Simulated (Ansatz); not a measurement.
The system is CaO.

```
Ca O
1.0
    -1.66763    1.66763    8.51349
     1.66763   -1.66763    8.51349
     1.66763    1.66763   -8.51349
Ca O
2 2
Direct
  0.67960 0.67960 0.00000
  0.32040 0.32040 0.00000
  0.81819 0.81819 0.00000
  0.18181 0.18181 0.00000
```

The cell comes from a database or a generator and needn't be the stable form of this composition.

- Program: Ansatz 0.2.0
- Task: single point
- Functional: PBE
- Potentials or basis: Ansatz PAW
- Cutoff: 420 eV (not typed: the program's choice for these potentials)
- k mesh: 11 × 11 × 11
- Occupations: fermi-dirac, width 0.05 eV
- Spin: no spin polarisation

On this cell: pressure -0.5 GPa; largest force 0.053 eV/Å; band gap on the k mesh 2.09 eV, direct.

The same run follows on a disturbed copy (atoms moved at random, drawn with an rms of 0.05 Å):

```xyz
4
Lattice="-1.6676 1.6676 8.5135 1.6676 -1.6676 8.5135 1.6676 1.6676 -8.5135" Properties=species:S:1:pos:R:3 pbc="T T T"
Ca   -0.0043   -0.0392   11.6014
Ca    0.0149    0.0251    5.4321
O     0.0148    0.0071   13.9203
O    -0.0032   -0.0536    3.1006
```

**Question.** What changes?

**Answer.** The energy moves by +2.8 meV/atom; pressure 0.1 GPa; largest force 0.267 eV/Å; band gap on the k mesh 2.21 eV, direct.

Forces on the atoms (eV/Å):
```
Ca   0.036  0.052 -0.260
Ca  -0.032 -0.175  0.169
O   -0.019  0.002  0.034
O    0.016  0.120  0.057
```

Stress tensor (GPa, compression positive):
```
-0.24  0.00 -0.20
 0.00 -0.29 -0.69
-0.20 -0.69  0.81
```

Caveats: odd divisions of the mesh miss points on the zone boundary, where band edges often lie, so the gap on the mesh can be too wide.

A k mesh can miss the band edges.
